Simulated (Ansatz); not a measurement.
# AlH3: the cost of one run

Method: DFT PBE, scalar-relativistic, plane waves, PAW, in Ansatz 0.2.0.

## 1. The starting structure

The structure is orthorhombic, space group Cmmm (No. 65). The conventional cell has a = 4.071 Å, b = 6.027 Å, c = 3.417 Å, α = 90.00°, β = 90.00°, γ = 90.00°. Around Al (site symmetry mmm) lie 6 H at 2.04 to 2.05 Å. H (site symmetry 2mm) is surrounded by 3 H at 1.79 to 1.93 Å and 2 Al at 2.05 Å. H (site symmetry mmm) has 4 H at 1.93 Å and 2 Al at 2.04 Å as nearest neighbours.

Structure file:

```cif
data_structure
_symmetry_space_group_name_H-M 'P 1'
_symmetry_Int_Tables_number 1
_cell_length_a 3.6366
_cell_length_b 3.6366
_cell_length_c 3.4168
_cell_angle_alpha 90.000
_cell_angle_beta 90.000
_cell_angle_gamma 111.933
_cell_volume 41.92
loop_
_atom_site_label
_atom_site_type_symbol
_atom_site_fract_x
_atom_site_fract_y
_atom_site_fract_z
_atom_site_occupancy
Al1 Al 0.00000 0.00000 0.50000 1
H1 H 0.71968 0.71968 0.00000 1
H2 H 0.28032 0.28032 0.00000 1
H3 H 0.50000 0.50000 0.50000 1
```

The cell is invented: random cell by space group and Wyckoff sites (Cmmm, No. 65). Its size is a rough estimate.

## 2. Probe: one point on a coarse mesh

input.yaml

```yaml
crystal:
  lattice:
    - [2.03533221, -3.01367789, 0.0]
    - [2.03533221, 3.01367789, 0.0]
    - [0.0, 0.0, 3.41682423]
  atoms:
    - { symbol: Al, position: [0.0, 0.0, 0.5] }
    - { symbol: H, position: [0.71968447, 0.71968447, 0.0] }
    - { symbol: H, position: [0.28031553, 0.28031553, 0.0] }
    - { symbol: H, position: [0.5, 0.5, 0.5] }
basis:
  ecutwfc: 420
kpoints:
  mp_grid: { grid: [6, 6, 6] }
hamiltonian:
  xc: pbe
scf:
  occupations: { method: gaussian, width: 0.1 }
  lower_state_search: "off"
output:
  forces: true
  stress: true
  eigenvalues: true
```

Run with:

```sh
ansatz run input.yaml --threads 1 --pin off --max-ram 2560MiB --backend cpu --events-out ev --progress --plain --runs-dir out
```

What time and memory should one allow on 1 thread of Arm Neoverse V2, shared host?

About 1.1 s, with a peak of 0.27 GiB.
